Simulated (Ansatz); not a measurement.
Crystal: Eu.

```
Eu
1.0
    -2.30300    2.30300    2.30300
     2.30300   -2.30300    2.30300
     2.30300    2.30300   -2.30300
Eu
1
Direct
  0.00000 0.00000 0.00000
```

Base run:

| Item | Value |
| --- | --- |
| Program | Ansatz 0.2.0 |
| Functional | PBE |
| Potentials or basis | PseudoDojo 3+ lanthanides |
| Cutoff | 680 eV |
| Density cutoff | 2721 eV |
| k mesh | 8 × 8 × 8 |
| Occupations | cold, width 0.15 eV |
| Spin | collinear spin, ferromagnetic start |
| Starting moments | [7.0] μB |

Its results: band gap on the k mesh none (metal or under the smearing width); pressure -7.4 GPa; net moment 0.70 μB per cell.

Q: The run is repeated on the same cell with these changes: occupations from cold, width 0.15 eV to fermi-dirac, width 0.1 eV; dispersion from none to D3(BJ)+ATM. What comes out?

A: Band gap on the k mesh none (metal or under the smearing width); pressure -8.1 GPa; net moment 0.00 μB per cell.

Caveats: spin-orbit coupling is left out, which moves the levels of the heavy elements; the 4f electrons are frozen in the core as for a trivalent ion, so they carry no moment and show no levels, and Eu and Yb are often divalent; pairwise dispersion overbinds metals, which lowers pressure and volume (some runs).

Not every run made on this cell is shown here.
